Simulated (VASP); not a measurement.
# Li (Fm-3m) in VASP: a series of runs

One crystal, Li, is run at these levels: PBE; tasks: single point.

Everything below comes from runs of VASP 6.6.1. Logs are shortened: lines on timing, memory, paths and dates and some standing lists are left out, and cuts for length are marked.

## (1) The structure

It takes space group Fm-3m (No. 225, cubic). Conventional cell: a = 4.397 Å, b = 4.397 Å, c = 4.397 Å, α = 90.00°, β = 90.00°, γ = 90.00°. Li (site symmetry m-3m) is surrounded by 12 Li at 3.11 Å.

The cell was built by a generator and needn't be a form met in nature.

## (2) Single point, PBE

Contents of INCAR:

```
PREC = Accurate
ENCUT = 520
EDIFF = 1E-6
ISMEAR = 0
SIGMA = 0.05
LREAL = F
LASPH = T
NELM = 60
ALGO = Fast
ISIF = 2
LWAVE = F
LCHARG = F
GGA = PE
NBANDS = 8
```

Contents of KPOINTS:

```
regular mesh
0
Gamma
  16 16 16
```

Contents of POSCAR:

```
Li
1.0
    0.0000000000      2.1985631113      2.1985631113
    2.1985631113      0.0000000000      2.1985631113
    2.1985631113      2.1985631113      0.0000000000
Li
1
Direct
    0.0000000000      0.0000000000      0.0000000000
```

Potentials or basis: VASP PAW PBE potentials, release 64 (Li_sv).

On the command line:

```sh
$ cat potpaw_PBE.64/Li_sv/POTCAR > POTCAR
$ mpirun -np 1 vasp_std > vasp.out
```

OUTCAR:

```text
PREC = Accurate
   ENCUT = 520
   EDIFF = 1E-6
   ISMEAR = 0
   LREAL = F
   LASPH = T
   NELM = 60
   ISIF = 2
   GGA = PE

 ion  position               nearest neighbor table
   1  0.000  0.000  0.000-

  LATTYP: Found a face centered cubic cell.
 ALAT       =     4.3971262226

  Lattice vectors:

 A1 = (   0.0000000000,   2.1985631113,   2.1985631113)
 A2 = (   2.1985631113,   0.0000000000,   2.1985631113)
 A3 = (   2.1985631113,   2.1985631113,   0.0000000000)

Analysis of symmetry for initial positions (statically):
=====================================================================
 Subroutine PRICEL returns:
 Original cell was already a primitive cell.

 Routine SETGRP: Setting up the symmetry group for a
 face centered cubic supercell.

 Subroutine GETGRP returns: Found 48 space group operations
 (whereof 48 operations were pure point group operations)
 out of a pool of 48 trial point group operations.

The static configuration has the point symmetry O_h .

Analysis of symmetry for dynamics (positions and initial velocities):
=====================================================================
 Subroutine PRICEL returns:
 Original cell was already a primitive cell.

 Routine SETGRP: Setting up the symmetry group for a
 face centered cubic supercell.

 Subroutine GETGRP returns: Found 48 space group operations
 (whereof 48 operations were pure point group operations)
 out of a pool of 48 trial point group operations.

The dynamic configuration has the point symmetry O_h .

 Subroutine INISYM returns: Found 48 space group operations
 (whereof 48 operations are pure point group operations),
 and found     1 'primitive' translations

----------------------------------------------------------------------------------------

                                     Primitive cell

  volume of cell :      21.2543

  direct lattice vectors                    reciprocal lattice vectors
     0.000000000  2.198563111  2.198563111    -0.227421263  0.227421263  0.227421263
     2.198563111  0.000000000  2.198563111     0.227421263 -0.227421263  0.227421263
     2.198563111  2.198563111  0.000000000     0.227421263  0.227421263 -0.227421263

  length of vectors
     3.109237770  3.109237770  3.109237770     0.393905183  0.393905183  0.393905183

  position of ions in fractional coordinates (direct lattice)
     0.000000000  0.000000000  0.000000000

[... 72 lines left out ...]
   LASPH  =      T    aspherical Exc in radial PAW
   ENCUT  =  520.0 eV  38.22 Ry    6.18 a.u.   5.78  5.78  5.78*2*pi/ulx,y,z
   NELM   =     60;   NELMIN=  2; NELMDL= -5     # of ELM steps
   EDIFF  = 0.1E-05   stopping-criterion for ELM
   LREAL  =      F    real-space projection
   EDIFFG = 0.1E-04   stopping-criterion for IOM
   NSW    =      0    number of steps for IOM
   IBRION =     -1    ionic relax: 0-MD 1-quasi-New 2-CG
   NFREE  =      0    steps in history (QN), initial steepest desc. (CG)
   ISIF   =      2    stress and relaxation
   ISYM   =      2    0-nonsym 1-usesym 2-fastsym
   POTIM  = 0.5000    time-step for ionic-motion
   TEBEG  =    0.0;   TEEND  =   0.0 temperature during run
   PSTRESS=    0.0 pullay stress
   NELECT =       3.0000    total number of electrons
   NUPDOWN=      -1.0000    fix difference up-down
   EMIN   =  10.00;   EMAX   =-10.00  energy-range for DOS
   EFERMI =   0.00;   METHOD = LEGACY
   ISMEAR =     0;   SIGMA  =   0.05  broadening in eV -4-tet -1-fermi 0-gaus
   EFERMI_NEDOS =   21; number of points for ismear=-14 and -15
   IALGO  =     68    algorithm
   IMIX   =      4    mixing-type and parameters
     AMIX     =   0.40;   BMIX     =  1.00
     AMIX_MAG =   1.60;   BMIX_MAG =  1.00
  volume/ion in A,a.u.               =      21.25       143.43
  Fermi-wavevector in a.u.,A,eV,Ry     =   0.852379  1.610764  9.885323  0.726551
  Thomas-Fermi vector in A             =   1.968658
   LORBIT       =      0    0 simple, 1 ext, 2 COOP (PROOUT), +10 PAW based schemes
   GGA     = PE    functional components
   LHFCALC =     F    Hartree Fock is set to
   AEXX    =    0.0000 exact exchange contribution
   IVDW    =     0    specifies the selected vdW correction
   LEPSILON=     F    determine dielectric tensor
   LRPA    =     F    only Hartree local field effects (RPA)
 non-spin polarized calculation
 RMM-DIIS sequential band-by-band and
 Gauss-broadening in eV      SIGMA  =   0.05
  energy-cutoff  :      520.00
  volume of cell :       21.25
 maximum number of plane-waves:       588
   NGX = 11   NGY = 11   NGZ = 11

 number of electron       3.0000003 magnetization

 Free energy of the ion-electron system (eV)
  ---------------------------------------------------
  ext. energy  EPLUGINS =         0.00000000
  ---------------------------------------------------
  free energy    TOTEN  =        -1.90644943 eV

  energy without entropy =       -1.90606569  energy(sigma->0) =       -1.90625756

 E-fermi :   0.4709     XC(G=0):  -6.9303

 val. band max:        0.4003530038   @ k =   0.4375   0.3750   0.0625
 cond. band min:       0.4910860380   @ k =   0.4375   0.3125   0.0000
 fundamental gap:      0.0907330342
 Fermi energy:         0.4709147378

 k-point     1 :       0.0000    0.0000    0.0000
  band No.  band energies     occupation
      1     -46.1202      2.00000
      2      -3.0028      2.00000
      3      14.3702      0.00000
      4      14.3703      0.00000
      5      14.3703      0.00000
      6      18.1842      0.00000
      7      18.1842      0.00000
      8      18.1842      0.00000
[... 243 lines left out ...]
 k-point    24 :      -0.0625    0.0625    0.0000
  band No.  band energies     occupation
      1     -46.1188      2.00000
      2      -2.8202      2.00000
      3      12.9980      0.00000
      4      13.2157      0.00000
      5      14.4361      0.00000
      6      17.2082      0.00000
      7      18.4265      0.00000
      8      19.5290      0.00000

 [... further k-points ...]
[... 5 lines left out ...]
  --------------------------------------------------------------------------------------
  -------------------------------------------------------------------------------------
  Total       -0.0888593     -0.0888593     -0.0888593      0.0000000      0.0000000      0.0000000
  in kB       -6.6983335     -6.6983335     -6.6983335      0.0000000      0.0000000      0.0000000
  external PRESSURE =      -6.6983335 kB  Pullay stress =       0.0000000 kB

 VOLUME and BASIS-vectors are now :
 -----------------------------------------------------------------------------
  energy-cutoff  :      520.00
  volume of cell :       21.25
      direct lattice vectors                 reciprocal lattice vectors
     0.000000000  2.198563111  2.198563111    -0.227421263  0.227421263  0.227421263
     2.198563111  0.000000000  2.198563111     0.227421263 -0.227421263  0.227421263
     2.198563111  2.198563111  0.000000000     0.227421263  0.227421263 -0.227421263

 POSITION                                       TOTAL-FORCE (eV/Angst)
 -----------------------------------------------------------------------------------
      0.00000      0.00000      0.00000         0.000000      0.000000      0.000000
 -----------------------------------------------------------------------------------
    total drift:                                0.000000      0.000000     -0.000000

  FREE ENERGIE OF THE ION-ELECTRON SYSTEM (eV)
  ---------------------------------------------------
  free  energy   TOTEN  =        -1.9064494344 eV

  energy  without entropy=       -1.9060656882  energy(sigma->0) =       -1.90625756
```

It took 11 s on 1 thread of Intel Xeon Platinum 8559C (Emerald Rapids), shared host; peak memory 0.13 GiB.

Results:

| Property | Result |
| --- | --- |
| Free energy | -1.9064 eV |
| Band gap on the k mesh | none (metal or under the smearing width) |

Levels at points of the mesh, in eV from the Fermi level:
```tsv
k point	band 1	band 2	band 3	band 4	band 5
(0.00, 0.00, 0.00)	-46.59	-3.47	13.90	13.90	13.90
(0.50, 0.00, 0.00)	-46.58	0.03	2.80	12.24	12.24
(0.50, 0.50, 0.00)	-46.57	1.52	4.56	8.19	8.19
```

Caveat: the cutoff is under 1.25 times the usual one of these potentials, so pressure, stress and relaxed cells hold a basis-set (Pulay) error.

## (3) Single point, PBE

This run uses another cell than the first one, of 20.22 Å³/atom, 0.951 times its volume.

Contents of INCAR:

```
PREC = Accurate
ENCUT = 520
EDIFF = 1E-7
ISMEAR = 0
SIGMA = 0.05
LREAL = F
LASPH = T
NELM = 80
ALGO = Normal
ISIF = 2
LWAVE = F
LCHARG = T
GGA = PE
LELF = T
LVHAR = T
NBANDS = 8
```

KPOINTS is that of step 2.

Contents of POSCAR:

```
Li
1.0
    0.0000000000      2.1623735795      2.1623735795
    2.1623735795      0.0000000000      2.1623735795
    2.1623735795      2.1623735795      0.0000000000
Li
1
Direct
    0.0000000000      0.0000000000      0.0000000000
```

Potentials or basis: VASP PAW PBE potentials, release 64 (Li_sv).

On the command line:

```sh
$ cat potpaw_PBE.64/Li_sv/POTCAR > POTCAR
$ mpirun -np 1 vasp_std > vasp.out
```

Wall time 9.8 s (1 thread of Intel Xeon Platinum 8559C (Emerald Rapids), shared host); peak memory 0.13 GiB.

It converged, with:

- Free energy: -1.9083 eV
- Band gap on the k mesh: none (metal or under the smearing width)

Levels at points of the mesh, in eV from the Fermi level:
```csv
k point,band 1,band 2,band 3,band 4,band 5
"(0.00, 0.00, 0.00)",-46.50,-3.54,14.40,14.40,14.40
"(0.50, 0.00, 0.00)",-46.48,0.01,2.96,12.67,12.67
"(0.50, 0.50, 0.00)",-46.48,1.56,4.74,8.47,8.47
```

Caveat: the cutoff is under 1.25 times the usual one of these potentials, so pressure, stress and relaxed cells hold a basis-set (Pulay) error.

## (4) Single point, PBE

This run uses another cell than the first one, of 21.16 Å³/atom, 0.996 times its volume.

Contents of INCAR:

```
PREC = Accurate ; ENCUT = 520
EDIFF = 1E-6 ; ISMEAR = 0
SIGMA = 0.05 ; LREAL = False
LASPH = True ; NELM = 100
ALGO = Normal ; ISIF = 2
LWAVE = False ; LCHARG = False
GGA = PE ; NBANDS = 8
```

KPOINTS is that of step 3.

Contents of POSCAR:

```
Li
1.0
    0.0000000000      2.1953846224      2.1953846224
    2.1953846224      0.0000000000      2.1953846224
    2.1953846224      2.1953846224      0.0000000000
Li
1
Direct
    0.0000000000      0.0000000000      0.0000000000
```

On the command line:

```sh
$ cat potpaw_PBE.64/Li_sv/POTCAR > POTCAR
$ mpirun -np 1 vasp_std > vasp.out
```

It used 4.7 s of CPU time on 1 thread of Intel(R) Xeon(R) Platinum 8559C (Emerald Rapids), on a shared host, which was overloaded at the time.

Results (log left out):

- Free energy: -1.9068 eV
- Band gap on the k mesh: none (metal or under the smearing width)

Levels at points of the mesh, in eV from the Fermi level:
```
           k point  band 1  band 2  band 3  band 4  band 5
(0.00, 0.00, 0.00)  -46.58   -3.48   13.94   13.94   13.94
(0.50, 0.00, 0.00)  -46.56    0.03    2.81   12.28   12.28
(0.50, 0.50, 0.00)  -46.56    1.52    4.58    8.22    8.22
```

Caveat: the cutoff is under 1.25 times the usual one of these potentials, so pressure, stress and relaxed cells hold a basis-set (Pulay) error.

## (5) The runs side by side

```tsv
cell	gap on the mesh (eV)
Fm-3m, 21.25 Å³/atom	none
Fm-3m, 20.22 Å³/atom	none
Fm-3m, 21.16 Å³/atom	none
```

Alike in all rows: task single point; level PBE; potentials or basis VASP PAW PBE potentials, release 64 (Li_sv); no spin polarisation; k mesh 16 × 16 × 16; cutoff (eV) 520; smearing gaussian 0.05 eV.

Every run on the cell as given and a fine mesh finds a metal.

Caveats: the cutoff is under 1.25 times the usual one of these potentials, so pressure, stress and relaxed cells hold a basis-set (Pulay) error.

Total energies depend on the potentials used, so only differences within one code and one set of settings carry meaning.
